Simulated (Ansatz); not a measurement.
Input of an Ansatz 0.2.0 run:

File input.yaml:

```yaml
crystal:
  lattice:
    - [0.0, 2.325, 2.325]
    - [2.325, 0.0, 2.325]
    - [2.325, 2.325, 0.0]
  atoms:
    - { symbol: Hf, position: [0.5, 0.5, 0.5] }
    - { symbol: C, position: [0.0, 0.0, 0.0] }
kpoints:
  mp_grid: { grid: [10, 10, 10] }
scf:
  occupations: { method: fermi_dirac, width: 0.05 }
hamiltonian:
  xc: pbe
  pseudopotentials: { kind: all_electron, lapw: { basis_error: 0.001 } }
output:
  forces: true
  stress: true
relax:
  f_tol: 0.02
  max_steps: 60
  cell: { p_target: 2.0 }
```

Potentials or basis: all-electron LAPW, scalar-relativistic.

Run with:

```console
$ ansatz run input.yaml --threads 1 --pin off --max-ram 3072MiB --backend cpu --events-out ev --progress --plain --runs-dir out
```

Task: What does it give for the relaxed volume?

Result: 12.48 Å³/atom.

Task: What does it give for the relaxed cell?

Result: a = 3.280 Å, b = 3.280 Å, c = 3.280 Å, α = 60.00°, β = 60.00°, γ = 60.00°.

Task: Estimate the space group after relaxing (to 0.05 Å).

Result: Fm-3m (No. 225).

The path:
```
step  energy change (eV)  largest force (eV/Å)  volume (Å³)
   1              0.0000                0.0000        25.14
   2              0.0036                0.0000        24.82
   3              0.0013                0.0000        24.96
   4              0.0013                0.0000        24.96
```

Spin-orbit coupling is left out, which matters for the levels of Hf.
